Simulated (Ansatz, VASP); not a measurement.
**Al in VASP and in Ansatz**

INCAR

```
SYSTEM = Al
ALGO = Normal
EDIFF = 1E-6
ENCUT = 520
GGA = PE
ISIF = 2
ISMEAR = 0
LASPH = .TRUE.
LCHARG = .FALSE.
LREAL = .FALSE.
LWAVE = .FALSE.
NBANDS = 8
NELM = 60
PREC = Accurate
SIGMA = 0.15
```

The input KPOINTS:

```
k-points
0
G
  22 22 22
  0 0 0
```

Contents of POSCAR:

```
Al
1.0
   -1.4239906741      1.4239906741      1.9201090250
    1.4239906741     -1.4239906741      1.9201090250
    1.4239906741      1.4239906741     -1.9201090250
Al
1
Direct
    0.0000000000      0.0000000000      0.0000000000
```

Input for Ansatz:

```yaml
crystal:
  lattice:
    - [-1.4239906741, 1.4239906741, 1.920109025]
    - [1.4239906741, -1.4239906741, 1.920109025]
    - [1.4239906741, 1.4239906741, -1.920109025]
  atoms:
    - { symbol: Al, position: [0.0, 0.0, 0.0] }
basis:
  ecutwfc: 420
kpoints:
  mp_grid: { grid: [22, 22, 22] }
hamiltonian:
  xc: pbe
scf:
  occupations: { method: gaussian, width: 0.15 }
output:
  forces: true
  stress: true
  eigenvalues: true
```

Alike in both runs: task single point; functional PBE; k mesh 22 × 22 × 22; occupations gaussian, width 0.15 eV; no spin polarisation.

```csv
,VASP,Ansatz
version,VASP 6.6.1,Ansatz 0.2.0
potentials or method,"VASP PAW PBE potentials, release 64 (Al)","scalar-relativistic, plane waves, PAW"
plane-wave cutoff (eV),520,420
valence electrons in the cell,3,3
```

```csv
,VASP,Ansatz,Ansatz less VASP
gap on the k mesh at the Fermi level (eV),none,none,-
pressure (GPa),5.3,5.3,+0.04
largest component of the traceless stress (GPa),2.37,2.37,-0.006
```

A gap of «none» marks a metal or a gap that the smearing closes.
